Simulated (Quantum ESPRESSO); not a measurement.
A calculation with Quantum ESPRESSO 7.5 of MnO (native input, structure typed inline):

pw.in

```
&CONTROL
  calculation = 'scf'
  prefix = 'pwscf'
  outdir = './tmp'
  pseudo_dir = './pseudo'
  tprnfor = .true.
  tstress = .true.
  disk_io = 'low'
/
&SYSTEM
  ibrav = 0
  nat = 2
  ntyp = 2
  ecutwfc = 45
  ecutrho = 360
  nbnd = 20
  occupations = 'smearing'
  smearing = 'fd'
  degauss = 0.00367493
  nspin = 2
  starting_magnetization(1) = 0.2667
  starting_magnetization(2) = 0
/
&ELECTRONS
  conv_thr = 4d-10
  electron_maxstep = 120
  mixing_beta = 0.3
/
ATOMIC_SPECIES
Mn    54.9380 mn_pbesol_v1.5.uspp.F.UPF
O     15.9990 o_pbesol_v1.2.uspp.F.UPF
CELL_PARAMETERS angstrom
   0.0000000000    2.2239077028    2.2239077028
   2.2239077028    0.0000000000    2.2239077028
   2.2239077028    2.2239077028    0.0000000000
ATOMIC_POSITIONS crystal
Mn     0.0000000000    0.0000000000    0.0000000000
O      0.5000000000    0.5000000000    0.5000000000
K_POINTS automatic
10 10 10 0 0 0
```

File pp_density.in:

```
&INPUTPP
  prefix = 'pwscf'
  outdir = './tmp'
  filplot = 'density.dat'
  plot_num = 0
/
&PLOT
  nfile = 1
  filepp(1) = 'density.dat'
  iflag = 3
  output_format = 6
  fileout = 'density.cube'
/
```

pp_potential.in

```
&INPUTPP
  prefix = 'pwscf'
  outdir = './tmp'
  filplot = 'potential.dat'
  plot_num = 11
/
&PLOT
  nfile = 1
  filepp(1) = 'potential.dat'
  iflag = 3
  output_format = 6
  fileout = 'potential.cube'
/
```

The input pp_spin.in:

```
&INPUTPP
  prefix = 'pwscf'
  outdir = './tmp'
  filplot = 'spin.dat'
  plot_num = 6
/
&PLOT
  nfile = 1
  filepp(1) = 'spin.dat'
  iflag = 3
  output_format = 6
  fileout = 'spin.cube'
/
```

Potentials or basis: GBRV 1.5 PBEsol.

Launch:

```bash
$ OMP_NUM_THREADS=1 mpirun -n 2 pw.x -nk 2 -in pw.in > pw.out
$ OMP_NUM_THREADS=1 mpirun -n 1 pp.x -in pp_density.in > pp_density.out
$ OMP_NUM_THREADS=1 mpirun -n 1 pp.x -in pp_potential.in > pp_potential.out
$ OMP_NUM_THREADS=1 mpirun -n 1 pp.x -in pp_spin.in > pp_spin.out
```

The cell is a database's computed one.

Problem. Write the same calculation in another form: ASE script, Cartesian positions.

Solution. As run:

run.py

```python
import numpy as np
from ase.calculators.espresso import Espresso, EspressoProfile
from ase.io import read

atoms = read('MnO.xyz')
atoms.set_initial_magnetic_moments([4.0, 0.0])

input_data = {
    'control': {'calculation': 'scf', 'prefix': 'pwscf', 'outdir': './tmp', 'tprnfor': True, 'tstress': True, 'disk_io': 'nowf'},
    'system': {'ecutwfc': 45.0, 'ecutrho': 360.0, 'nbnd': 20, 'occupations': 'smearing', 'smearing': 'fd', 'degauss': 0.00367493, 'nspin': 2},
    'electrons': {'conv_thr': 4e-10, 'electron_maxstep': 120, 'mixing_beta': 0.3},
}
pseudopotentials = {'O': 'o_pbesol_v1.2.uspp.F.UPF', 'Mn': 'mn_pbesol_v1.5.uspp.F.UPF'}
profile = EspressoProfile(command='mpirun -n 2 pw.x -nk 2', pseudo_dir='pseudo')
dft = Espresso(profile=profile, input_data=input_data, pseudopotentials=pseudopotentials, kpts=(10, 10, 10), koffset=(0, 0, 0))
atoms.calc = dft

print(f'energy {atoms.get_potential_energy():.8f} eV')
print('forces (eV/A)')
print(np.round(atoms.get_forces(), 6))
print('stress (eV/A^3, Voigt)')
print(np.round(atoms.get_stress(), 8))
print(f'Fermi level {dft.get_fermi_level():.4f} eV')
```

File MnO.xyz:

```xyz
2
Lattice="0.0000000000 2.2239077028 2.2239077028 2.2239077028 0.0000000000 2.2239077028 2.2239077028 2.2239077028 0.0000000000" Properties=species:S:1:pos:R:3 pbc="T T T"
Mn     0.0000000000      0.0000000000      0.0000000000
O      2.2239077028      2.2239077028      2.2239077028
```

Potentials or basis: GBRV 1.5 PBEsol.

Command:

```sh
$ OMP_NUM_THREADS=1 python run.py
```

Both were run:

|  | native input, structure typed inline | ASE script, Cartesian positions |
| --- | --- | --- |
| Pressure | -6.9 GPa | -6.9 GPa |
| Band gap on the k mesh | none (metal or under the smearing width) | none (metal or under the smearing width) |
| Net moment | 4.78 μB per cell | 4.78 μB per cell |
| Absolute moment | 4.78 μB per cell | 4.78 μB per cell |
| Site moments | Mn +4.05; O +0.23 μB | Mn +4.05; O +0.23 μB |
| Valence electrons inside the program's atomic spheres | Mn 12.59; O 5.91 | Mn 12.59; O 5.91 |

Keys that steer only the numerical path or the files written may differ.

Caveat: a cell with one magnetic atom can't hold antiferromagnetic order, which such compounds often take; semilocal functionals often make such compounds metallic where correlation or magnetic order opens a gap, which also shifts bond lengths.
